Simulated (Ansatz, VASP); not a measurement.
Al3Cu: VASP beside Ansatz

Contents of INCAR:

```
SYSTEM = Al3Cu
PREC = Accurate
ENCUT = 520
EDIFF = 1E-7
ISMEAR = 0
SIGMA = 0.1
LREAL = .False.
LASPH = .True.
NELM = 80
ALGO = Fast
ISIF = 2
LWAVE = .False.
LCHARG = .False.
GGA = PS
NBANDS = 18
```

The input KPOINTS:

```
Automatic mesh
0
Gamma
  4 4 1
  0 0 0
```

File POSCAR:

```
Al3Cu
1.0
    2.7784054294      0.0000000000      0.0000000000
    0.0000000000      2.7784054294      0.0000000000
    0.0000000000      0.0000000000      7.5134034100
Al Cu
3 1
Direct
    0.0000000000      0.0000000000      0.5000000000
    0.5000000000      0.5000000000      0.2261155100
    0.5000000000      0.5000000000      0.7738844900
    0.0000000000      0.0000000000      0.0000000000
```

Input for Ansatz:

```yaml
crystal:
  lattice:
    - [2.7784054294, 0.0, 0.0]
    - [0.0, 2.7784054294, 0.0]
    - [0.0, 0.0, 7.51340341]
  atoms:
    - { symbol: Al, position: [0.0, 0.0, 0.5] }
    - { symbol: Al, position: [0.5, 0.5, 0.22611551] }
    - { symbol: Al, position: [0.5, 0.5, 0.77388449] }
    - { symbol: Cu, position: [0.0, 0.0, 0.0] }
basis:
  ecutwfc: 420
kpoints:
  mp_grid: { grid: [4, 4, 1] }
hamiltonian:
  xc: pbesol
scf:
  occupations: { method: gaussian, width: 0.1 }
output:
  forces: true
  stress: true
  eigenvalues: true
```

Alike in both runs: task single point; functional PBEsol; k mesh 4 × 4 × 1; occupations gaussian, width 0.1 eV; no spin polarisation.

|  | VASP | Ansatz |
| --- | --- | --- |
| version | VASP 6.6.1 | Ansatz 0.2.0 |
| potentials or method | VASP PAW PBE potentials, release 64 (Al, Cu) | scalar-relativistic, plane waves, PAW |
| plane-wave cutoff (eV) | 520 | 420 |
| valence electrons in the cell | 20 | 28 |

VASP gave:

* gap on the k mesh at the Fermi level (eV): none
* pressure (GPa): 1.5
* largest component of the traceless stress (GPa): 12.20
* rms of the force components (eV/Å): 0.116

Task: Estimate Ansatz's values.

Result: gap on the k mesh at the Fermi level (eV): none; pressure (GPa): 1.4; largest component of the traceless stress (GPa): 12.21; rms of the force components (eV/Å): 0.107.

Atom by atom the forces differ by 0.009 eV/Å (rms over components). A gap of «none» marks a metal or a gap that the smearing closes. The two sets of potentials don't hold the same shells in valence.

Caveats: the k mesh is coarse (spacing up to 0.84 Å⁻¹), so the values aren't converged; the PAW data sets were made with another functional, which shifts forces and pressure a little (VASP).
